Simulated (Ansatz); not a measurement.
Runs of Ansatz 0.2.0 on WC. The structure is cubic, space group Fm-3m (No. 225). The conventional cell has a = 4.385 Å, b = 4.385 Å, c = 4.385 Å, α = 90.00°, β = 90.00°, γ = 90.00°. W (site symmetry m-3m) has 6 C at 2.19 Å as nearest neighbours. Around C (site symmetry m-3m) lie 6 W at 2.19 Å. Measurements of this composition are mostly on another form, of space group No. 187.

| task | level | cell | k mesh | smearing | atoms under strain | gap on the mesh (eV) | pressure (GPa) | relaxed volume (Å³/atom) |
| --- | --- | --- | --- | --- | --- | --- | --- | --- |
| relaxation of cell and atoms | BLYP+D4 | relaxed | 10 × 10 × 10 | fermi-dirac 0.05 eV | - | none | 0.0 | 10.47 |
| single point | PBE | as given | 10 × 10 × 10 | gaussian 0.029 eV | - | none | -1.5 | - |
| single point | PBE | as given | 10 × 10 × 10 | gaussian 0.03 eV | - | none | -1.5 | - |
| phonons | PBE | as given | 7 × 7 × 7 | fermi-dirac 0.05 eV | - | none | - | - |
| phonons | LDA | as given | 7 × 7 × 7 | fermi-dirac 0.05 eV | - | none | - | - |
| relaxation of cell and atoms | revPBE+D4 | relaxed | 10 × 10 × 10 | fermi-dirac 0.05 eV | - | none | 0.0 | 10.22 |
| relaxation of cell and atoms | BLYP+D3(BJ) | relaxed | 10 × 10 × 10 | fermi-dirac 0.05 eV | - | none | 0.0 | 10.38 |
| elastic constants | LDA | as given | 7 × 7 × 7 | fermi-dirac 0.05 eV | clamped | none | (a) | - |

Alike in all rows: potentials or basis Ansatz PAW; no spin polarisation; cutoff (eV) 420.

Question: Fill in the values left out.

Answer: (a) -16.2.

Caveats: the PAW data sets come from PBE, with cores solved anew for the run's functional, which leaves a small shift of forces and pressure (some runs); the plane-wave basis is chosen anew once the cell has moved, so the energies of steps on either side of that aren't comparable (some runs); pairwise dispersion overbinds metals, which lowers pressure and volume (some runs); the cell is more than 3 GPa from zero pressure, which shifts response properties (some runs); elastic constants of metals need much finer meshes, so these are rough (some runs); so large a pressure means that the cell lies far from this level's equilibrium, or that cutoff or potentials fall short (some runs).

A k mesh can miss the band edges, and the runs leave out spin-orbit coupling on W.

A gap of «none» marks a metal or a gap under the smearing width.
